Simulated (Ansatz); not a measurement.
Reactions of C4H7B, SMILES `BC(C)=C=C`.

Computed with Ansatz on PBE0-D4/def2-TZVP structures; ΔE is electronic, products minus reactants. CBS: MP2 limit from def2 TZ/QZ plus the TZ coupled-cluster correction, frozen cores. This one scheme is used for every species, atoms too. DFT in def2-TZVPP. Open shells (•) are unrestricted, without spin–orbit coupling. Spin–orbit coupling would lower the free atoms: a little for B, C. Bonds to Ga are less sure, by a few kJ/mol each and by 10 to 20 or more in all where they break to atoms, as the def2 sets lack core-valence functions. Scalar relativity is left out up to krypton. One conformer a species, not always the lowest.

| reaction | CCSD(T)/CBS(def2) (eV) |
| --- | --- |
| `BC(C)=C=C` + `N=C=N` → `BN=C=N` + `C=C=CC` | -0.82 |
| `BC(C)=C=C` + BH₃ → `BC(B)=C=C` + CH₄ | -0.82 |
| `BC(C)=C=C` → `C#CB(C)C` | ? |
| `BC(C)=C=C` → B• + 4 C• + 7 H• | 50.90 |
| `BC(C)=C=C` + H–F → `C=C=C(C)F` + BH₃ | 1.34 |
| `BC(C)=C=C` + `C[O][AlH][CH2]F` → `[BH2][Al]([CH2]F)[O]C` + `C=C=CC` | ? |
| `BC(C)=C=C` + H₂ → `C=C=CC` + BH₃ | 0.23 |
| `BC(C)=C=C` + `FC(F)F` → `BC(F)(F)F` + `C=C=CC` | ? |
| `BC(C)=C=C` + `C1N[SiH2]1` → `BN1C[SiH2]1` + `C=C=CC` | -1.11 |
| `BC(C)=C=C` + `[SH][GaH][Cl]` → `B[S][GaH][Cl]` + `C=C=CC` | -0.53 |

Fill in the missing values. (Best estimate.)

The calculation gave: `BC(C)=C=C` → `C#CB(C)C`: -1.01 eV; `BC(C)=C=C` + `C[O][AlH][CH2]F` → `[BH2][Al]([CH2]F)[O]C` + `C=C=CC`: +0.69 eV; `BC(C)=C=C` + `FC(F)F` → `BC(F)(F)F` + `C=C=CC`: +0.60 eV.

Largest T1 diagnostic: 0.017, for `N=C=N`.
